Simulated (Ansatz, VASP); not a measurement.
**BN: VASP beside Ansatz**

```xyz
2
Lattice="0.0000 1.8130 1.8130 1.8130 0.0000 1.8130 1.8130 1.8130 0.0000" Properties=species:S:1:pos:R:3 pbc="T T T"
N     0.9065    0.9065    0.9065
B     0.0000    0.0000    0.0000
```

The cell is a database's computed one.

Alike in both runs: task band structure; functional PBE; k mesh 13 × 13 × 13; occupations fermi-dirac, width 0.05 eV; no spin polarisation.

|  | VASP | Ansatz |
| --- | --- | --- |
| version | VASP 6.6.1 | Ansatz 0.2.0 |
| potentials or method | VASP PAW PBE potentials, release 64 (N_h, B_h) | Ansatz PAW |
| plane-wave cutoff (eV) | 900 | 420 |
| valence electrons in the cell | 8 | 8 |

|  | VASP | Ansatz | Ansatz less VASP |
| --- | --- | --- | --- |
| gap on the k mesh at the Fermi level (eV) | 4.53 | 4.54 | +0.003 |
| least direct gap on the mesh (eV) | 8.79 | 8.79 | +0.002 |
| gap along the band path (eV) | 4.46 | 4.46 | +0.004 |

Caveats: the k mesh misses the band edges, so the gap on the mesh is wider than the one along the path (Ansatz). A hybrid or GW would open this gap; PBE tends to underestimate it.
